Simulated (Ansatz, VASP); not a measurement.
# ZnSnN2: VASP beside Ansatz

Contents of POSCAR:

```
ZnSnN2
1.0
    3.3820201418      0.0000000000      0.0000000000
    0.0000000000      3.3820201418      0.0000000000
    0.0000000000      0.0000000000      4.5567714480
Zn N Sn
1 2 1
Direct
    0.0000000000      0.0000000000      0.0000000000
    0.0000000000      0.5000000000      0.2427613364
    0.5000000000      0.0000000000      0.7572386636
    0.5000000000      0.5000000000      0.5000000000
```

File INCAR.step1:

```
SYSTEM = ZnSnN2
PREC = Accurate
ENCUT = 520
ISMEAR = -1
SIGMA = 0.02
LREAL = .FALSE.
LASPH = .TRUE.
NELM = 100
NBANDS = 26
GGA = PE
ALGO = Normal
EDIFF = 1E-4
LWAVE = .TRUE.
LCHARG = .FALSE.
```

File INCAR.step2:

```
SYSTEM = ZnSnN2
PREC = Accurate
ENCUT = 520
EDIFF = 1E-7
ISMEAR = -1
SIGMA = 0.02
LREAL = .FALSE.
LASPH = .TRUE.
NELM = 100
ALGO = Normal
ISIF = 2
LWAVE = .FALSE.
LCHARG = .TRUE.
METAGGA = R2SCAN
LMIXTAU = .TRUE.
LELF = .TRUE.
LVHAR = .TRUE.
NBANDS = 26
ISTART = 1
```

KPOINTS

```
regular mesh
0
G
  8 8 6
  0 0 0
```

Input for Ansatz:

```yaml
crystal:
  lattice:
    - [3.3820201418, 0.0, 0.0]
    - [0.0, 3.3820201418, 0.0]
    - [0.0, 0.0, 4.556771448]
  atoms:
    - { symbol: Zn, position: [0.0, 0.0, 0.0] }
    - { symbol: "N", position: [0.0, 0.5, 0.2427613364] }
    - { symbol: Sn, position: [0.5, 0.5, 0.5] }
    - { symbol: "N", position: [0.5, 0.0, 0.7572386636] }
kpoints:
  mp_grid: { grid: [8, 8, 6] }
  band_path:
    path:
      - [0.0, 0.0, 0.0]
      - [0.0, 0.5, 0.0]
      - [0.5, 0.5, 0.0]
      - [0.0, 0.0, 0.5]
      - [0.0, 0.5, 0.5]
      - [0.5, 0.5, 0.5]
    npoints: 1
hamiltonian:
  xc: r2scan
scf:
  occupations: { method: fermi_dirac, width: 0.02 }
  n_extra_bands: 5
output:
  forces: true
  stress: true
  eigenvalues: true
```

Change from the starting cell: uniaxial_z strain -3.0%.

Alike in both runs: task single point; functional r2SCAN; k mesh 8 × 8 × 6; occupations fermi-dirac, width 0.02 eV; no spin polarisation.

|  | VASP | Ansatz |
| --- | --- | --- |
| version | VASP 6.6.1 | Ansatz 0.2.0 |
| potentials or method | VASP PAW PBE potentials, release 64 (Zn, N, Sn_d) | plane waves, PAW |
| plane-wave cutoff (eV) | 520 | 500 |
| valence electrons in the cell | 36 | 36 |

VASP gave:

```
pressure (GPa)                                  : 5.3
largest component of the traceless stress (GPa) : 1.17
```

Problem. What did Ansatz give for the same quantities?

Solution. Pressure (GPa): 4.8; largest component of the traceless stress (GPa): 1.13.

The functional is the same, so the differences come from potentials, cutoffs and numerics.

Caveats: the PAW data sets were made with another functional, which shifts forces and pressure a little (VASP); spin-orbit coupling is left out, which moves the levels of the heavy elements.
